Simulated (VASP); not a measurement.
All values below come from PBE GGA, VASP's PBE PAW potentials (set 64) (plane waves; VASP).

VASP input:

INCAR:
```
SYSTEM = CsCl
PREC = Accurate
ENCUT = 400
EDIFF = 1E-7
NELM = 100
ALGO = Normal
LREAL = .FALSE.
LASPH = .TRUE.
ISMEAR = -5
GGA = PE
LMAXMIX = 4
LWAVE = .FALSE.
LCHARG = .TRUE.
LORBIT = 11
NEDOS = 601
ISIF = 2
```

### KPOINTS
```
kpoints
0
Gamma
7 7 7
0 0 0
```

### POSCAR
```
CsCl
1
    4.2090081579    -0.0000000000     0.0000000000
    0.0000000000     4.2090081579     0.0000000000
   -0.0000000000     0.0000000000     4.2090081579
Cs Cl
1 1
Direct
  0.0000000000   0.0000000000   0.0000000000
  0.5000000000   0.5000000000   0.5000000000
```

POTCAR, in this order: Cs_sv Cl (PBE.64 set). Program: vasp_std.

The run wrote:

### OSZICAR
```
       N       E                     dE             d eps       ncg     rms          rms(c)
DAV:   1     0.919037787827E+02    0.91904E+02   -0.59792E+03   480   0.933E+02
DAV:   2    -0.249207749156E+00   -0.92153E+02   -0.86615E+02   764   0.176E+02
DAV:   3    -0.690920173522E+01   -0.66600E+01   -0.66361E+01   612   0.541E+01
DAV:   4    -0.697792626663E+01   -0.68725E-01   -0.68691E-01   576   0.687E+00
DAV:   5    -0.697893568214E+01   -0.10094E-02   -0.10091E-02   608   0.821E-01    0.230E+00
DAV:   6    -0.658858856034E+01    0.39035E+00   -0.67188E-01   548   0.453E+00    0.176E+00
DAV:   7    -0.654019024689E+01    0.48398E-01   -0.20324E-01   608   0.247E+00    0.104E+00
DAV:   8    -0.654059353231E+01   -0.40329E-03   -0.15939E-02   592   0.951E-01    0.144E-01
DAV:   9    -0.654108991737E+01   -0.49639E-03   -0.45832E-03   604   0.421E-01    0.126E-01
DAV:  10    -0.654117573663E+01   -0.85819E-04   -0.40298E-04   572   0.155E-01    0.182E-02
DAV:  11    -0.654119225104E+01   -0.16514E-04   -0.45721E-05   620   0.456E-02    0.658E-03
DAV:  12    -0.654119192161E+01    0.32943E-06   -0.11758E-05   592   0.211E-02    0.325E-03
DAV:  13    -0.654119171909E+01    0.20252E-06   -0.43916E-07   584   0.481E-03    0.134E-03
DAV:  14    -0.654119174880E+01   -0.29710E-07   -0.25698E-07   560   0.286E-03
   1 F= -.65411917E+01 E0= -.65411917E+01  d E =0.000000E+00
```

OUTCAR:
```
------------------------ aborting loop because EDIFF is reached ----------------------------------------
  FORCE on cell =-STRESS in cart. coord.  units (eV):
  Direction    XX          YY          ZZ          XY          YZ          ZX
  --------------------------------------------------------------------------------------
  Total       -0.0100221     -0.0100221     -0.0100221      0.0000000     -0.0000000      0.0000000
  in kB       -0.2153436     -0.2153436     -0.2153436      0.0000000     -0.0000000      0.0000000
  external PRESSURE =      -0.2153436 kB  Pullay stress =       0.0000000 kB
  volume of cell :       74.57
      direct lattice vectors                 reciprocal lattice vectors
     4.209008158  0.000000000  0.000000000     0.237585664  0.000000000  0.000000000
     0.000000000  4.209008158  0.000000000     0.000000000  0.237585664  0.000000000
     0.000000000  0.000000000  4.209008158     0.000000000  0.000000000  0.237585664
 POSITION                                       TOTAL-FORCE (eV/Angst)
 -----------------------------------------------------------------------------------
      0.00000      0.00000      0.00000         0.000000      0.000000      0.000000
      2.10450      2.10450      2.10450         0.000000      0.000000      0.000000
 -----------------------------------------------------------------------------------
    total drift:                                0.000000      0.000000      0.000000
  FREE ENERGIE OF THE ION-ELECTRON SYSTEM (eV)
  ---------------------------------------------------
  free  energy   TOTEN  =        -6.5411917488 eV

  energy  without entropy=       -6.5411917488  energy(sigma->0) =       -6.54119175

 total charge

# of ion       s       p       d       tot
------------------------------------------
    1        1.842   4.711   0.026   6.579
    2        1.590   3.541   0.000   5.131
--------------------------------------------------
tot          3.432   8.252   0.026  11.710
```
(Selected blocks of OUTCAR.)

### OUTCAR
```
 val. band max:       -0.6260595737   @ k =   0.0000   0.0000   0.0000

 cond. band min:       4.3611309247   @ k =   0.0000   0.0000   0.0000


 Fermi energy:        -0.5966406944

 k-point     1 :       0.0000    0.0000    0.0000
  band No.  band energies     occupation
      1     -20.0985      2.00000
      2     -12.7262      2.00000
      3      -6.6265      2.00000
      4      -6.6265      2.00000
      5      -6.6265      2.00000
      6      -0.6261      2.00000
      7      -0.6261      2.00000
      8      -0.6261      2.00000
      9       4.3611      0.00000
     10       4.8126      0.00000
     11       4.8126      0.00000
     12       9.1733      0.00000

 k-point     2 :       0.1429    0.0000    0.0000
  band No.  band energies     occupation
      1     -20.0868      2.00000
      2     -12.7302      2.00000
      3      -6.7250      2.00000
      4      -6.6060      2.00000
      5      -6.6060      2.00000
      6      -0.8637      2.00000
      7      -0.6594      2.00000
      8      -0.6594      2.00000
      9       4.8030      0.00000
     10       4.9404      0.00000
     11       5.2521      0.00000
     12       9.0082      0.00000

 k-point     3 :       0.2857    0.0000    0.0000
  band No.  band energies     occupation
      1     -20.0603      2.00000
      2     -12.7405      2.00000
      3      -6.9294      2.00000
      4      -6.5591      2.00000
      5      -6.5591      2.00000
      6      -1.3178      2.00000
      7      -0.7368      2.00000
      8      -0.7368      2.00000
      9       5.2876      0.00000
     10       5.7495      0.00000
     11       6.4272      0.00000
     12       8.7490      0.00000

 k-point     4 :       0.4286    0.0000    0.0000
  band No.  band energies     occupation
      1     -20.0387      2.00000
      2     -12.7501      2.00000
      3      -7.0787      2.00000
      4      -6.5204      2.00000
      5      -6.5204      2.00000
      6      -1.6296      2.00000
...
```

Unless said otherwise, spin-orbit coupling is left out, though it shifts the bands of the heavy elements here.

The compound is CsCl in the CsCl type structure. It was relaxed first, which changed the volume by +7 %.
